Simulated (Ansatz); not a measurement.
Take LaAlO$_{3}$ (space group R-3c, No. 167) as the base.

```
CELL_PARAMETERS angstrom
      2.68351     1.54933     4.36933
     -2.68351     1.54933     4.36933
      0.00000    -3.09866     4.36933
ATOMIC_POSITIONS crystal
  La 0.25000 0.25000 0.25000
  La 0.75000 0.75000 0.75000
  Al 0.00000 0.00000 0.00000
  Al 0.50000 0.50000 0.50000
  O  0.77935 0.72065 0.25000
  O  0.25000 0.77935 0.72065
  O  0.72065 0.25000 0.77935
  O  0.22065 0.27935 0.75000
  O  0.75000 0.22065 0.27935
  O  0.27935 0.75000 0.22065
```

Cartesian axes are those of the cell as printed.

All numbers come from r2SCAN, PAW, 500 eV (Ansatz, an electronic-structure program; no spin-orbit coupling), earlier PAW set.

For the base:

| Item | Value |
|---|---|
| Gap character | indirect, F → Γ |

Perturbation: uniaxial stress, 5 GPa compression along z; all other stress components relax to zero.

**Question.** Predict the new mean lateral Poisson ratio, energy relative to the base, secant Young's modulus along z, gap character and hole mass.

**Answer.** The mean lateral Poisson ratio is 0.20; the energy rises by 2.1 meV/atom; the secant Young's modulus along z is 400 GPa; the gap character goes from indirect, F → Γ to direct at Γ; the hole mass comes out as 0.49 mₑ along z, 3.0 mₑ across (at Γ).

Load acts through the strain it causes; cell and atoms are relaxed under it. Masses are band curvatures over ±0.01 Å⁻¹ around the edge. Beyond what the load breaks, stability against distortions was not tested.
